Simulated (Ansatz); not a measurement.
Program: Ansatz 0.2.0.

C₇H₈, SMILES `C1=C[C@H]2C=C[C@@H]1C2` at its PBE0-D4/def2-TZVP geometry, where that method's forces vanish. Charge 0, multiplicity 1.

| atom | x (Å) | y (Å) | z (Å) |
| --- | --- | --- | --- |
| C1 | 0.620 | 0.445 | 1.308 |
| C2 | -0.038 | 1.377 | 0.628 |
| C3 | -0.734 | 0.675 | -0.542 |
| C4 | 0.364 | 0.136 | -1.463 |
| C5 | 1.022 | -0.796 | -0.784 |
| C6 | 0.371 | -0.889 | 0.599 |
| C7 | -1.096 | -0.648 | 0.174 |
| H8 | 1.268 | 0.577 | 2.164 |
| H9 | -0.052 | 2.444 | 0.802 |
| H10 | -1.537 | 1.228 | -1.025 |
| H11 | 0.574 | 0.511 | -2.455 |
| H12 | 1.893 | -1.356 | -1.093 |
| H13 | 0.592 | -1.787 | 1.174 |
| H14 | -1.476 | -1.412 | -0.507 |
| H15 | -1.770 | -0.505 | 1.021 |

Question: For each bond, give half the difference of the two atoms' forces along it (eV/Å; positive pushes the atoms apart) under PBE-D4, r2SCAN-D4, B3LYP-D4, ωB97M-V in def2-TZVPP. (Estimate.)

Answer: The calculation gave: 
```csv
bond,length (Å),PBE-D4,r2SCAN-D4,B3LYP-D4,ωB97M-V
C1–C2,1.328,0.42,0.17,0.09,-0.03
C1–C6,1.531,0.02,0.11,0.19,0.15
C1–H8,1.081,-0.05,-0.13,-0.18,-0.10
C2–C3,1.531,0.02,0.11,0.19,0.15
C2–H9,1.081,-0.05,-0.13,-0.18,-0.10
C3–C7,1.547,0.13,0.17,0.26,0.14
C3–H10,1.088,0.02,-0.13,-0.22,-0.16
C4–C5,1.328,0.42,0.17,0.09,-0.03
C4–H11,1.081,-0.05,-0.13,-0.18,-0.10
C5–C6,1.531,0.02,0.11,0.19,0.15
C5–H12,1.081,-0.05,-0.13,-0.18,-0.10
C6–H13,1.088,0.02,-0.13,-0.22,-0.16
C7–H14,1.092,0.07,-0.07,-0.16,-0.12
C7–H15,1.092,0.07,-0.07,-0.16,-0.12
```

B3LYP here is the variant with VWN-RPA as its local correlation; programs differ in this.
